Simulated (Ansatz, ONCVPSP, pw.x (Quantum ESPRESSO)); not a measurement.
## pw.x on fcc Si: one setting changed

Potential: optimised norm-conserving Vanderbilt (ONCV), ONCVPSP 4.0.1.1 (patched build), PBE; core [Ne], reference 3s2 3p2; waves: 3s: rc 2.08 bohr, ncon 4, nbas 7, qcut 3.3 1/bohr, 2 projectors, debl 2.1 Ha; 3p: rc 2.02 bohr, ncon 4, nbas 8, qcut 4.9 1/bohr, 2 projectors, debl 0.3 Ha; d scattering state at 0.43 Ha: rc 1.90 bohr, ncon 4, nbas 8, qcut 7 1/bohr, 2 projectors, debl 3.9 Ha; local part: polynomial inside 1.78 bohr (lpopt 5, dvloc0 4 Ha); core correction: Teter function, fcfact 3, rcfact 1.4.

The reference run (k-mesh 15³, cutoffs 60/240 Ry, Fermi–Dirac 0.01 Ry, mixing_beta 0.4, conv_thr 1e-9, no spin) gives 0.78 GPa at 14.425 Å³/atom, where all-electron LAPW gives 0.32 GPa. This run, with its own iteration cap, changes smearing to mv.

```
&control
  calculation='scf', prefix='x', pseudo_dir='./', outdir='./tmp', tstress=.true., disk_io='none'
/
&system
  ibrav=0, nat=1, ntyp=1, ecutwfc=60, ecutrho=240, nbnd=9,
  occupations='smearing', smearing='mv', degauss=0.01
/
&electrons
  conv_thr=1e-09, mixing_beta=0.4, electron_maxstep=60
/
ATOMIC_SPECIES
Si 1.0 Si.UPF
CELL_PARAMETERS angstrom
  0.00000000 1.93209559 1.93209559
  1.93209559 0.00000000 1.93209559
  1.93209559 1.93209559 0.00000000
ATOMIC_POSITIONS crystal
Si 0.0000 0.0000 0.0000
K_POINTS automatic
15 15 15 0 0 0
```

```bash
pw.x < Si.scf.in > Si.scf.out
```

Task: How does the run end?

Result: It converges in 6 iterations; the free energy moves by +15.1 meV/atom and the pressure by -0.08 GPa. This scheme is built to cancel the term in the square of the width that Fermi–Dirac smearing leaves in the F of a metal.

```
Message from routine setup:
     using ibrav=0 with symmetry is DISCOURAGED, use correct ibrav instead
     lattice parameter (alat)  =       5.1635  a.u.
     unit-cell volume          =      97.3447 (a.u.)^3
     number of electrons       =         4.00
     number of Kohn-Sham states=            9
     kinetic-energy cutoff     =      60.0000  Ry
     charge density cutoff     =     240.0000  Ry
     scf convergence threshold =      1.0E-09
     Exchange-correlation= PBE
     number of k points=   120  Marzari-Vanderbilt smearing, width (Ry)=  0.0100
     iteration #  1     ecut=    60.00 Ry     beta= 0.40
     total energy              =      -8.32402505 Ry
     estimated scf accuracy    <       0.00433483 Ry
     iteration #  2     ecut=    60.00 Ry     beta= 0.40
     total energy              =      -8.32353430 Ry
     estimated scf accuracy    <       0.00130681 Ry
     iteration #  3     ecut=    60.00 Ry     beta= 0.40
     total energy              =      -8.32360336 Ry
     estimated scf accuracy    <       0.00000423 Ry
     iteration #  4     ecut=    60.00 Ry     beta= 0.40
     total energy              =      -8.32360562 Ry
     estimated scf accuracy    <       0.00000001 Ry
     iteration #  5     ecut=    60.00 Ry     beta= 0.40
     total energy              =      -8.32360566 Ry
     estimated scf accuracy    <          2.5E-09 Ry
     iteration #  6     ecut=    60.00 Ry     beta= 0.40
     the Fermi energy is    10.7520 ev
!    total energy              =      -8.32360566 Ry
     estimated scf accuracy    <          4.6E-11 Ry
     smearing contrib. (-TS)   =      -0.00003744 Ry
     The total energy is F=E-TS. E is the sum of the following terms:
     one-electron contribution =       4.71861556 Ry
     hartree contribution      =       0.02981096 Ry
     xc contribution           =      -3.02609623 Ry
     ewald contribution        =     -10.04589851 Ry
     convergence has been achieved in   6 iterations
          total   stress  (Ry/bohr**3)                   (kbar)     P=        6.99
     Message from routine punch:
     Nothing written, as per user request (disk_io='none')
```

The run took about 14 s on one core of a shared host (Neoverse-N1, 64 threads, 124 GiB, load 56).
